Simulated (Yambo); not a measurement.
# PbS (Galena) (Fm-3m) in Yambo: a series of runs, part 2 of 3

Yambo 5.3.0. Earlier steps stand in the parts before.

### Step 3. Optical spectrum, PBE (cell squeezed)

optics1.in

```
optics
chi
Chimod= "HARTREE"
% BndsRnXd
 1 | 35 |
%
NGsBlkXd= 3 Ry
% LongDrXd
 1 | 0 | 0 |
%
% QpntsRXd
 1 | 1 |
%
% EnRngeXd
 0 | 20 | eV
%
% DmRngeXd
 0.1 | 0.1 | eV
%
ETStpsXd= 200
```

scf.in

```
&CONTROL
  calculation = 'scf'
  prefix = 'pwscf'
  outdir = './tmp'
  pseudo_dir = './pseudo'
/
&SYSTEM
  ibrav = 0
  nat = 2
  ntyp = 2
  ecutwfc = 56
  nbnd = 16
  occupations = 'smearing'
  smearing = 'fd'
  degauss = 0.00367493
  force_symmorphic = .true.
/
&ELECTRONS
  conv_thr = 4d-10
  electron_maxstep = 120
  mixing_beta = 0.5
/
ATOMIC_SPECIES
Pb   207.2000 Pb.upf
S     32.0600 S.upf
CELL_PARAMETERS angstrom
   0.0000000000    2.8420306882    2.8420306882
   2.8420306882    0.0000000000    2.8420306882
   2.8420306882    2.8420306882    0.0000000000
ATOMIC_POSITIONS crystal
Pb     0.0000000000    0.0000000000    0.0000000000
S      0.5000000000    0.5000000000    0.5000000000
K_POINTS automatic
8 8 8 0 0 0
```

nscf.in

```
&CONTROL
  calculation = 'nscf'
  prefix = 'pwscf'
  outdir = './tmp'
  pseudo_dir = './pseudo'
/
&SYSTEM
  ibrav = 0
  nat = 2
  ntyp = 2
  ecutwfc = 56
  nbnd = 90
  occupations = 'fixed'
  force_symmorphic = .true.
/
&ELECTRONS
  conv_thr = 1d-08
  diago_full_acc = .true.
  diago_thr_init = 1d-06
/
ATOMIC_SPECIES
Pb   207.2000 Pb.upf
S     32.0600 S.upf
CELL_PARAMETERS angstrom
   0.0000000000    2.8420306882    2.8420306882
   2.8420306882    0.0000000000    2.8420306882
   2.8420306882    2.8420306882    0.0000000000
ATOMIC_POSITIONS crystal
Pb     0.0000000000    0.0000000000    0.0000000000
S      0.5000000000    0.5000000000    0.5000000000
K_POINTS automatic
6 6 6 0 0 0
```

Potentials or basis: PseudoDojo 0.4.1 SR PBE standard.

Started as:

```
OMP_NUM_THREADS=1 pw.x -in scf.in > scf.out
OMP_NUM_THREADS=1 pw.x -in nscf.in > nscf.out
cd tmp/pwscf.save; p2y; mv SAVE ../..; cd ../..
OMP_NUM_THREADS=1 yambo
OMP_NUM_THREADS=1 yambo -F optics1.in -J optics1 -C optics1_out
```

Yambo's report:

```text
[... sections 02.01 to 02.04 as in the set-up run ...]

  [02.05] Energies & Occupations
  ==============================

  [X] === General ===
  [X] Electronic Temperature                        :  0.000000  0.000000 [eV K]
  [X] Bosonic    Temperature                        :  0.000000  0.000000 [eV K]
  [X] Finite Temperature mode                       : no
  [X] El. density                                   :  0.43563E+24 [cm-3]
  [X] Fermi Level                                   :  10.90096 [eV]

  [X] === Gaps and Widths ===
  [X] Conduction Band Min                           :  0.189152 [eV]
  [X] Valence Band Max                              :  0.000000 [eV]
  [X] Filled Bands                                  :  10
  [X] Empty Bands                                   :   11   90
  [X] Direct Gap                                    :  0.189152 [eV]
  [X] Direct Gap localized at k                     :   4
  [X] Indirect Gap                                  :  0.189152 [eV]
  [X] Indirect Gap between kpts                     :   4   4
  [X] Last valence band width                       :  4.341456 [eV]
  [X] 1st conduction band width                     :  5.402201 [eV]

 [03] Transferred momenta grid and indexing
 ==========================================

 IBZ Q-points                                      :  16
 BZ  Q-points                                      :  216

 K/Q-points units:
 rlu = crystal or reduced units; cc = cartesian coordinates; iku = interal k-units

 Q [ 1]         [rlu]:  0.000000  0.000000  0.000000
 Q [ 2]         [rlu]: -0.25122E-17 -0.25122E-17  0.16667
 Q [ 3]         [rlu]: -0.50243E-17 -0.50243E-17  0.33333
 Q [ 4]         [rlu]:  0.37363E-17  0.37363E-17 -0.50000
 Q [ 5]         [rlu]:  0.13210E-16  0.16667      0.16667
 Q [ 6]         [rlu]: -0.25122E-17  0.16667      0.33333
 Q [ 7]         [rlu]: -0.90554E-17  0.16667      0.50000
 Q [ 8]         [rlu]:  0.23430E-16  0.16667     -0.33333
 Q [ 9]         [rlu]:  0.32780E-16  0.16667     -0.16667
 Q [10]         [rlu]:  0.26420E-16  0.33333      0.33333
 Q [11]         [rlu]:  0.21443E-16  0.33333      0.50000
 Q [12]         [rlu]:  0.65560E-16  0.33333     -0.33333
 Q [13]         [rlu]: -0.51493E-16 -0.50000     -0.50000
 Q [14]         [rlu]:  0.166667  0.333333  0.500000
 Q [15]         [rlu]:  0.166667  0.333333 -0.333333
 Q [16]         [rlu]:  0.166667 -0.500000 -0.333333

 [WARNING] [Xd] User bands 1-35 break level degeneracy

 [04] Dipoles
 ============

  [04.01] Setup: observables and procedures
  =========================================

  [WF-Oscillators/G space/Transverse up loader] Normalization (few states)  min/max  :  0.17347E-17   1.0000

  [WR./optics1//ndb.dipoles]------------------------------------------------------
   Brillouin Zone Q/K grids (IBZ/BZ)                :   16  216   16  216
   RL vectors                                       :  2891 [WF]
   Fragmentation                                    : yes
   Electronic Temperature                           :  0.000000 [K]
   Bosonic    Temperature                           :  0.000000 [K]
   DIP band range                                   :    1   35
   DIP band range limits                            :  10  11
   DIP e/h energy range                             : -1.000000 -1.000000 [eV]
   RL vectors in the sum                            :  2891
   [r,Vnl] included                                 : yes
   Bands ordered                                    : yes
   Direct v evaluation                              : no
   Approach used                                    : G-space v
   Dipoles computed                                 : R V P [G-space]
   Wavefunctions                                    : Perdew, Burke & Ernzerhof(X)+Perdew, Burke & Ernzerhof(C)

  [WARNING] [r,Vnl^pseudo] included in position and velocity dipoles.

  [WARNING] In case H contains other non local terms, these are neglected

 [05] Optics
 ===========

 [X-CG] R(p) Tot o/o(of R):    3076   54000     100
```

It took 45 s on 1 thread of Arm Neoverse V2, shared host; peak memory 0.31 GiB.

What came out:

```yaml
Band_gap_on_the_k_mesh_mean-field_level: 0.19 eV, direct
Electronic_dielectric_constant_along_the_field: 123.45
Electronic_dielectric_constant_along_the_field_independent_particles: 128.16
```

Dielectric function (along the field direction of the input):
| energy (eV) | real part | imaginary part |
| --- | --- | --- |
| 0.30 | -26.81 | 68.63 |
| 0.90 | 8.19 | 4.32 |
| 1.61 | 17.99 | 3.66 |
| 2.31 | 19.65 | 4.38 |
| 3.02 | -11.96 | 47.03 |
| 3.62 | -5.18 | 24.49 |
| 4.32 | -4.96 | 5.53 |
| 5.03 | -5.66 | 4.30 |
| 5.73 | -1.63 | 5.74 |
| 6.33 | -3.70 | 2.84 |
| 7.04 | -1.18 | 3.45 |
| 7.74 | -2.08 | 3.71 |
| 8.44 | -0.40 | 2.37 |
| 9.05 | -0.74 | 3.24 |
| 9.75 | -1.00 | 2.06 |
| 10.45 | -0.92 | 1.00 |
| 11.16 | -1.37 | 1.79 |
| 11.76 | -0.23 | 1.03 |
| 12.46 | 0.05 | 1.12 |
| 13.17 | -0.29 | 1.09 |
| 13.87 | -0.64 | 0.94 |
| 14.47 | -0.21 | 0.31 |
| 15.18 | 0.18 | 0.47 |
| 15.88 | 0.35 | 0.42 |
| 16.58 | 0.31 | 0.38 |
| 17.19 | 0.45 | 0.37 |
| 17.89 | 0.72 | 0.33 |
| 18.59 | 0.82 | 0.38 |
| 19.30 | 0.72 | 0.70 |
| 20.00 | 0.49 | 0.56 |

Caveat: spectra need much finer meshes, so this one isn't converged; these spectra lack excitons; spin-orbit coupling is left out, which as a rule narrows the gap of such compounds by several tenths of an eV. A k mesh can miss the band edges.

### Step 4. Optical spectrum by the Bethe-Salpeter equation, PBE (cell squeezed)

bse2.in

```
optics
bse
bss
rim_cut
em1s
RandQpts= 1000000
RandGvec= 50 RL
Chimod= "HARTREE"
% BndsRnXs
 1 | 35 |
%
NGsBlkXs= 5 Ry
% LongDrXs
 1 | 0 | 0 |
%
BSKmod= "SEX"
BSEmod= "retarded"
BSSmod= "d"
% BSEQptR
 1 | 1 |
%
% BSEBands
 9 | 12 |
%
BSENGexx= 20 Ry
BSENGBlk= 5 Ry
% BEnRange
 0 | 20 | eV
%
% BDmRange
 0.1 | 0.1 | eV
%
BEnSteps= 200
% BLongDir
 1 | 0 | 0 |
%
BSEprop= "abs"
WRbsWF
% KfnQP_E
 0.07 | 1.0 | 1.0 |
%
```

scf.in is that of step 3.

nscf.in is that of step 3.

Potentials or basis: PseudoDojo 0.4.1 SR PBE standard.

Started as:

```
OMP_NUM_THREADS=1 pw.x -in scf.in > scf.out
OMP_NUM_THREADS=1 pw.x -in nscf.in > nscf.out
cd tmp/pwscf.save; p2y; mv SAVE ../..; cd ../..
OMP_NUM_THREADS=1 yambo
mkdir -p bse2; ln -s $PWD/g0w00/ndb.RIM bse2/
OMP_NUM_THREADS=1 yambo -F bse2.in -J bse2 -C bse2_out
OMP_NUM_THREADS=1 ypp -J bse2 -C bse2_out -e s -b 1
```

Yambo's report:

```text
[... sections 02.01 to 02.04 as in the set-up run ...]

  [02.05] Energies & Occupations
  ==============================

  [X] === General ===
  [X] Electronic Temperature                        :  0.000000  0.000000 [eV K]
  [X] Bosonic    Temperature                        :  0.000000  0.000000 [eV K]
  [X] Finite Temperature mode                       : no
  [X] El. density                                   :  0.43563E+24 [cm-3]
  [X] Fermi Level                                   :  10.90096 [eV]

  [X] === Gaps and Widths ===
  [X] Conduction Band Min                           :  0.189152 [eV]
  [X] Valence Band Max                              :  0.000000 [eV]
  [X] Filled Bands                                  :  10
  [X] Empty Bands                                   :   11   90
  [X] Direct Gap                                    :  0.189152 [eV]
  [X] Direct Gap localized at k                     :   4
  [X] Indirect Gap                                  :  0.189152 [eV]
  [X] Indirect Gap between kpts                     :   4   4
  [X] Last valence band width                       :  4.341456 [eV]
  [X] 1st conduction band width                     :  5.402201 [eV]

 [03] Transferred momenta grid and indexing
 ==========================================

 [BZ sampling] Q-grid is User defined and/or read from the database

 IBZ Q-points                                      :  16
 BZ  Q-points                                      :  216

 K/Q-points units:
[... 301 lines left out ...]
     [SOC] Perturbative SOC                           : no
     [K] Kernel long-range exchange                   : BAR

    [08.01.05.03] Wave-Function Phases
    ==================================

    [BSE] WF phases found       :  68.35938 [o/o]

   [08.01.06] BSE solver(s) @q1
   ============================

   [08.01.07] Diago Solver @q1
   ===========================

   [WR./bse2//ndb.BS_diago_Q1]-----------------------------------------------------
    BS kernel          energies                      : Perdew, Burke & Ernzerhof(X)+Perdew, Burke & Ernzerhof(C)+ user defined corrections @E
    [K] Identifier                                   :   9964
    [K] Dimension                                    :   864
    [K] Bands                                        :   9  12
    [K] Exchange                                     : yes [res]
    [K] Correlation                                  : yes [res]
    [K] Kernel`s coupling                            : no
    [K] Exchange                                     : no [cpl]
    [K] Correlation                                  : no [cpl]
    [K] W interaction is bare                        : no
    [K] ALDA kernel in R-space                       : no
    [K] RL vectors                                   :   531 [exchange]
    [K] RL vectors                                   :   65 [correlation]
    [K] E/h energy range                             : -1.000000 -1.000000 [eV]
    [K] Coupling range                               :  100.0000  100.0000 [o/o]
    [W] Interaction is diagonal                      : no
    [W] Matrix size                                  :   65
    [W] Bands                                        :    1   35
    [W] e/h energy range                             : -1.000000 -1.000000 [eV]
    [W] Poles                                        :  100.0000 [o/o]
    [W] RL vectors in the sum                        :  2891
    [W] [r,Vnl] included                             : yes
    [W] Field direction                              :  0.100000E-4   0.00000      0.00000
    [W] Coulomb Cutoff                               : none
    [W] Hxc Kernel                                   : HARTREE
    [RIM] RL components                              :   51 [col]
    [RIM] Random points                              :  1000000 [col]
    [SOC] Perturbative SOC                           : no
    [K] Kernel long-range exchange                   : BAR
    [BSS] Eigenstates included                       : yes
    [BSS] Field direction                            :  0.100000E-4   0.00000      0.00000
    [BSS] Eigenstates computed                       :   864
    [BSS] Number of BSE matrices                     :  1
```

o-bse2.exc_qpt1_E_sorted:

```text
# [K] Identifier                                  :   9964
# [K] Dimension                                   :   864
# [K] Bands                                       :   9  12
# [K] Exchange                                    : yes [res]
# [K] Correlation                                 : yes [res]
# [K] Kernel`s coupling                           : no
# [K] Exchange                                    : no [cpl]
# [K] Correlation                                 : no [cpl]
[... 28 lines left out ...]
#
    0.25452688         0.28733782E-10      1.0000000
    0.258490320        0.659532541E-4      2.00000000
    0.258513193         1.00000000         3.00000000
    0.258514282        0.252074724E-1      4.00000000
     1.6855722         0.16212290E-10      5.0000000
     1.6864623         0.68758288E-09      6.0000000
[... 35 lines left out ...]
     2.51947209        0.768563185E-8      42.0000000
     2.51947472        0.176307323E-5      43.0000000
[... 823 further lines ...]
```

Wall time 1.8 min (1 thread of Arm Neoverse V2, shared host); peak memory 0.3 GiB.

What came out:

```
Band gap on the k mesh, mean-field level : 0.19 eV, direct
Exciton binding energy                   : 0.00 eV
Lowest exciton energy                    : 0.25 eV
Lowest bright exciton energy             : 0.26 eV
```

Dielectric function (along the field direction of the input):
```tsv
energy (eV)	real part	imaginary part
0.30	-12.95	111.67
0.80	2.48	3.55
1.31	12.24	1.50
1.81	22.56	9.70
2.31	19.91	4.70
2.81	48.45	36.49
3.32	-2.44	15.41
3.82	-13.92	10.01
4.32	-7.86	4.11
4.82	-7.42	3.87
5.33	-2.86	3.44
5.83	-4.01	3.84
6.33	-4.64	2.29
6.83	-1.50	1.47
7.34	-1.31	1.40
7.84	-3.21	1.47
8.34	-2.10	0.73
8.84	-1.43	0.74
9.35	-1.55	0.16
9.85	-1.05	0.07
10.35	-0.75	0.05
10.85	-0.54	0.04
11.36	-0.36	0.03
11.86	-0.22	0.03
12.36	-0.11	0.02
12.86	-0.01	0.02
13.37	0.08	0.02
13.87	0.15	0.01
14.37	0.22	0.01
14.87	0.28	0.01
15.38	0.33	0.01
15.88	0.37	0.01
16.38	0.41	0.01
16.88	0.45	0.01
17.39	0.49	0.01
17.89	0.52	0.01
18.39	0.54	0.01
18.89	0.57	0.00
19.40	0.59	0.00
20.00	0.62	0.00
```

Lowest exciton energies (eV): 0.25, 0.26, 0.26, 0.26, 1.69, 1.69, 1.69, 1.69

Excitons:
```
energy (eV)  strength (relative to the strongest)
      0.255                               2.9e-11
      0.258                               6.6e-05
      0.259                                     1
      0.259                                 0.025
      1.686                               1.6e-11
      1.686                               6.9e-10
      1.690                                 1e-07
      1.691                               2.8e-12
      1.892                               6.3e-09
      1.892                               1.8e-09
      1.892                               3.3e-10
      1.893                               5.6e-11
```

Caveat: the scissor is the correction of the direct gap in an earlier G0W0 run on the same states; exciton energies and binding change strongly with the k mesh and aren't converged on this one; spectra need much finer meshes, so this one isn't converged; spin-orbit coupling is left out, which as a rule narrows the gap of such compounds by several tenths of an eV. A k mesh can miss the band edges.

(Continued in part 3 of 3.)
